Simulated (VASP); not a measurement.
Crystal: Al.

```
Al
1.0
    -1.60700    1.60700    1.60700
     1.60700   -1.60700    1.60700
     1.60700    1.60700   -1.60700
Al
1
Direct
  0.00000 0.00000 0.00000
```

This isn't the form of Al at room conditions, which is fcc.

* Program: VASP 6.6.1
* Task: relaxation of cell and atoms
* Functional: r2SCAN
* Potentials or basis: VASP PAW PBE potentials, release 64 (Al)
* Cutoff: 600 eV
* k mesh: 18 × 18 × 18
* Occupations: gaussian, width 0.1 eV
* Spin: no spin polarisation

At the start: pressure -2.1 GPa; volume 16.60 Å³/atom.

How do energy, volume and symmetry change on relaxing?

Over 3 steps the energy falls by 3.2 meV/atom and the volume is 16.14 Å³/atom (-2.8 %); space group Im-3m (No. 229, to 0.05 Å).

Step by step:
```csv
step,energy change (eV),largest force (eV/Å),pressure (GPa),volume (Å³)
1,0.0000,0.0000,-2.13,16.60
2,-0.0031,0.0000,0.35,16.08
3,-0.0032,0.0000,0.02,16.14
```

Final structure:
```
Al
1.0
    -1.59209    1.59209    1.59209
     1.59209   -1.59209    1.59209
     1.59209    1.59209   -1.59209
Al
1
Cartesian
  0.0000 0.0000 0.0000
```

Caveat: the PAW data sets were made with another functional, which shifts forces and pressure a little.
